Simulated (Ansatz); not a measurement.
# SrO: how the settings move a single-point run

Aim: see which settings change the result for SrO, by how much, and at what cost.

Program: Ansatz 0.2.0. Level of theory: reference: DFT, PBEsol, plane waves, PAW. These are calculated values, not measurements.

2 further runs of the same task are left out: 1 for a known fault of the program, 1 that didn't finish.

## (1) The system as given

Symmetry: Fm-3m, No. 225, cubic system. The conventional cell has a = 5.160 Å, b = 5.160 Å, c = 5.160 Å, α = 90.00°, β = 90.00°, γ = 90.00°. Sr (site symmetry m-3m) is surrounded by 6 O at 2.58 Å. O (site symmetry m-3m) is surrounded by 6 Sr at 2.58 Å.

Structure file:

```xyz
2
Lattice="0.0000 2.5799 2.5799 2.5799 0.0000 2.5799 2.5799 2.5799 0.0000" Properties=species:S:1:pos:R:3 pbc="T T T"
Sr    0.0000    0.0000    0.0000
O     2.5799    2.5799    2.5799
```

## (2) The reference run

File input.yaml:

```yaml
crystal:
  lattice:
    - [0.0, 2.5798923266, 2.5798923266]
    - [2.5798923266, 0.0, 2.5798923266]
    - [2.5798923266, 2.5798923266, 0.0]
  atoms:
    - { symbol: Sr, position: [0.0, 0.0, 0.0] }
    - { symbol: O, position: [0.5, 0.5, 0.5] }
kpoints:
  mp_grid: { grid: [6, 6, 6] }
hamiltonian:
  xc: pbesol
scf:
  occupations: { method: fixed }
  n_extra_bands: 4
output:
  forces: true
  stress: true
  eigenvalues: true
```

On the command line:

```sh
ansatz run input.yaml --threads 4 --pin off --max-ram 3686MiB --backend cpu --events-out ev --progress --plain --runs-dir out
```

## (3) Changing settings: xc mr2scan

Edit input.yaml of step 2 so:

```diff
@@ -11,3 +11,3 @@
 hamiltonian:
-  xc: pbesol
+  xc: mr2scan
 scf:
```

Q: Predict the outcome of this session. Wanted: for each run, ending; energy change; pressure; gap; force.

As calculated:

| run | ending | energy change | pressure (GPa) | gap (eV) | force (eV/Å) | cycles | time |
| --- | --- | --- | --- | --- | --- | --- | --- |
| reference | converged | - | -1.9 | 3.21 | 0.00 | 6 | 0.4 s |
| 1: xc mr2scan | converged | not comparable | 0.0 | 3.80 | 0.00 | 7 | 0.78 s |

Residual by cycle in the longest SCF loop of each run; runs are numbered as in the table. The quantity is the density residual dr2, in eV.

| cycle | reference | run 1 |
| --- | --- | --- |
| 1 | 0.0685 | 0.0317 |
| 2 | 0.0628 | 0.014 |
| 3 | 2.1e-4 | 0.00101 |
| 4 | 1.3e-5 | 8.6e-5 |
| 5 | 1.2e-6 | 2.7e-6 |
| 6 | 5.7e-8 | 1.6e-7 |
| 7 | - | 8.2e-9 |

What this shows: Total energies don't compare across a change of functional; the pressure goes from -1.9 to 0.0 GPa and the gap on the mesh goes from 3.21 to 3.80 eV. At this fixed cell a higher pressure means that this functional prefers a larger volume than the reference. Meta-GGAs of this kind usually give somewhat wider gaps than GGAs.
